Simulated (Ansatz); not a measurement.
## A series in volume per atom on Te

Equation of state of a cubic crystal from periodic Kohn-Sham density functional theory without spin; pressure corrected for the finite basis. The results are calculated, by Ansatz 0.2.0 development build.

Cell of the first row (space group Fd-3m, No. 227):
```
Te
1.0
      0.0000     3.4953     3.4953
      3.4953     0.0000     3.4953
      3.4953     3.4953     0.0000
Te
2
Direct
  0.00000 0.00000 0.00000
  0.25000 0.25000 0.25000
```

Settings of every row: formula Te; structure type diamond; functional r2SCAN; spin treatment none; k mesh 8x8x8; occupation method fermi-dirac; occupation width 0.1 eV; wave cutoff 640 eV; datasets hand-made PAW; density cutoff ratio 4; xc grid level 2.

Limits: a cubic model structure, not a phase known at ambient conditions; modest k-mesh, values are not fully converged in k; the SCF threshold is loose for a stress in some rows; no spin-orbit coupling, which can matter with elements this heavy.

| row | volume per atom (Å³) | energy above lowest point (meV/atom) | pressure (GPa) |
| --- | --- | --- | --- |
| 1 | 42.701 | 18.52 | 2.162 |
| 2 | 44.094 | ? | ? |
| 3 | 45.486 | 0 | 0.084 |
| 4 | 46.878 | 2.9 | -0.728 |
| 5 | 48.271 | 12.3 | -1.417 |

Question: what energy above lowest point and pressure should row 2 give?

Worked fit of energy above lowest point. Take u = (V_r/V)^(2/3) − 1 with V_r = 46.182 Å³ an atom, which is twice the finite (Eulerian) strain; such expansions in the strain, on which the Birch-Murnaghan equation of state is built, carry the rest volume and the bulk modulus. The shown rows have u = 0.05363, 0.01018, -0.00992, -0.02906. Least squares give energy above lowest point = 0.562 − 144.52 × u + 8937.4 × u² meV/atom; a straight line predicts inner rows, each left out in turn, worse (root mean square 9.3 against 0.05 meV/atom). The rows lie off it by 0.00, -0.02, 0.02, -0.01. Its lowest point lies at u = 0.0081, or V = 45.63 Å³ an atom, and the curvature there gives the bulk modulus at fixed shape and fractions, B = (4/9)(1 + u)² E″(u)/V = 28.3 GPa. The withheld row has u = 0.03132, so the fit gives 0.562 − 144.52 × (0.03132) + 8937.4 × (0.03132)² = 4.80 meV/atom.

The calculation gave 4.75 meV/atom. The fit lies 0.05 meV/atom (1.1 % of the value, 0.27 % of the column's range) above it; its largest miss of a shown row is 0.02 meV/atom.

Worked fit of pressure. Take u = (V_r/V)^(2/3) − 1 with V_r = 46.182 Å³ an atom, which is twice the finite (Eulerian) strain; such expansions in the strain, on which the Birch-Murnaghan equation of state is built, carry the rest volume and the bulk modulus. The shown rows have u = 0.05363, 0.01018, -0.00992, -0.02906. Least squares give pressure = −0.339 + 40.439 × u + 115.5 × u² GPa; a straight line predicts inner rows, each left out in turn, worse (root mean square 0.12 against 0.0017 GPa). The rows lie off it by 0.000, -0.001, 0.001, 0.000. The pressure vanishes at u = 0.0082, or V = 45.62 Å³ an atom, and there the bulk modulus at fixed shape and fractions is B = −V dP/dV = (2/3)(1 + u) dP/du = 28.5 GPa. The withheld row has u = 0.03132, so the fit gives −0.339 + 40.439 × (0.03132) + 115.5 × (0.03132)² = 1.041 GPa.

The calculation gave 1.038 GPa. The fit lies 0.003 GPa (0.084 % of the column's range) above it; its largest miss of a shown row is 0.001 GPa.
